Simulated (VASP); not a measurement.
Here is a VASP 6.6.1 calculation.

The input INCAR:

```
SYSTEM = ZnS
PREC = Accurate
ENCUT = 520
EDIFF = 1E-6
ISMEAR = 0
SIGMA = 0.016
LREAL = .FALSE.
LASPH = .TRUE.
NELM = 60
ALGO = Normal
ISIF = 2
LWAVE = .FALSE.
LCHARG = .FALSE.
GGA = PE
```

File KPOINTS:

```
Automatic mesh
0
G
  8 8 5
  0 0 0
```

Contents of POSCAR:

```
ZnS
1.0
    3.8110000000      0.0000000000      0.0000000000
   -1.9055000000      3.3004228138      0.0000000000
    0.0000000000      0.0000000000      6.2340000000
Zn S
2 2
Direct
    0.6666666667      0.3333333333      0.5000000000
    0.3333333333      0.6666666667      0.0000000000
    0.6666666667      0.3333333333      0.8850000000
    0.3333333333      0.6666666667      0.3850000000
```

Potentials or basis: VASP PAW PBE potentials, release 64 (Zn, S).

Command:

```sh
$ cat potpaw_PBE.64/Zn/POTCAR potpaw_PBE.64/S/POTCAR > POTCAR
$ mpirun -np 1 vasp_std > vasp.out
```

What does it give for the band gap on the k mesh?

2.25 eV, direct.

Predict the largest force.

0.323 eV/Å.

Forces on the atoms (eV/Å):
```
Zn   0.000  0.000  0.323
Zn   0.000  0.000  0.323
S    0.000  0.000 -0.323
S    0.000  0.000 -0.323
```

**What was measured.**

From a printed reference work, monograph, for a bulk crystal of ZnS at 4 K: band gap 3.911 eV (direct).

A measured gap of ZnS is 3.911 eV (direct; 4 K; a printed reference work, monograph); the calculated 2.25 eV misses it by -1.66 eV. The value is that of PBE, without temperature or zero-point motion. Semilocal functionals fall short of measured gaps as a rule.
